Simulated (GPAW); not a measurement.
Runs of GPAW 26.7.0 on In. It takes space group P6_3/mmc (No. 194, hexagonal). Conventional cell: a = 3.335 Å, b = 3.335 Å, c = 5.509 Å, α = 90.00°, β = 90.00°, γ = 120.00°. Around In (site symmetry -6m2) lie 12 In at 3.34 to 3.36 Å. This isn't the form of In at room conditions, which is tetragonal.

| task | level | potentials or basis | cell | k mesh | optimizer | fmax | max steps | convergence | gap on the mesh (eV) | pressure (GPa) | relaxed volume (Å³/atom) |
| --- | --- | --- | --- | --- | --- | --- | --- | --- | --- | --- | --- |
| relaxation of cell and atoms | PBEsol+D4 | PAW data sets generated in the run's folder for this functional, pw | relaxed | 8 × 8 × 4 | BFGS | 0.02 eV/Å | 60 | density=1e-05 forces=0.0001 | none | 0.0 | (a) |
| relaxation of cell and atoms | PBEsol+D3(BJ) | PAW data sets generated in the run's folder for this functional, pw | relaxed | 8 × 8 × 4 | BFGS | 0.02 eV/Å | 60 | density=1e-05 forces=0.0001 | none | 0.0 | (b) |
| relaxation of cell and atoms | PBEsol | PAW data sets generated in the run's folder for this functional, pw | relaxed | 8 × 8 × 4 | BFGS | 0.02 eV/Å | 60 | density=1e-05 forces=0.0001 | none | 0.0 | 25.82 |
| relaxation of cell and atoms | PBEsol+D3(BJ)+ATM | PAW data sets generated in the run's folder for this functional, pw | relaxed | 8 × 8 × 4 | BFGS | 0.02 eV/Å | 60 | density=1e-05 forces=0.0001 | none | 0.0 | 24.56 |
| relaxation of cell and atoms | PBEsol+D3 | PAW data sets generated in the run's folder for this functional, pw | relaxed | 8 × 8 × 4 | BFGS | 0.02 eV/Å | 60 | density=1e-05 forces=0.0001 | none | 0.0 | 25.10 |

Alike in all rows: no spin polarisation; cutoff (eV) 600; smearing fermi-dirac 0.05 eV.

Question: Estimate the missing entries.

Answer: (a) 25.03; (b) 24.44.

Caveats: later steps reuse the first step's grids; pairwise dispersion overbinds metals, which lowers pressure and volume (some runs).

A k mesh can miss the band edges, and the runs leave out spin-orbit coupling on In.

A gap of «none» marks a metal or a gap under the smearing width.
